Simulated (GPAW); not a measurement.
Crystal: BaH2.

```
CELL_PARAMETERS angstrom
4.46203 0.00000 0.00000
-2.23101 3.86423 0.00000
0.00000 0.00000 6.05529
ATOMIC_POSITIONS crystal
Ba 0.33333 0.66667 0.25000
Ba 0.66667 0.33333 0.75000
H 0.00000 0.00000 0.00000
H 0.00000 0.00000 0.50000
H 0.66667 0.33333 0.25000
H 0.33333 0.66667 0.75000
```

The cell comes from a database or a generator and needn't be the stable form of this composition.

Base run:

| Item | Value |
| --- | --- |
| Program | GPAW 26.7.0 |
| Functional | PBEsol |
| Potentials or basis | PAW data sets generated in the run's folder for this functional |
| Cutoff | 600 eV |
| Basis | pw |
| k mesh | 7 × 7 × 5 |
| Occupations | fermi-dirac, width 0.05 eV |
| Spin | spin-orbit coupling, no magnetisation |

Its results: band gap on the k mesh 1.68 eV, indirect (least direct gap 2.51 eV); pressure -2.0 GPa.

Question: The run is repeated on the same cell with these changes: k mesh from 7 × 7 × 5 to 6 × 6 × 4; spin from spin-orbit coupling, no magnetisation to no spin polarisation. What comes out?

Answer: Band gap on the k mesh 1.46 eV, indirect (least direct gap 2.52 eV); pressure -2.0 GPa.

Several settings changed at once, so the effect can't be laid on one alone.

Caveats: spin-orbit coupling was added after a scalar SCF, so levels and gaps hold it while energy, forces, pressure and moments don't (some runs); this program's spin-orbit splittings come out too wide for heavy elements (some runs); the mesh misses the band edges, which the band path finds closer together (some runs); spin-orbit coupling is left out, which moves the levels of the heavy elements (some runs).

Not every run made on this cell is shown here.
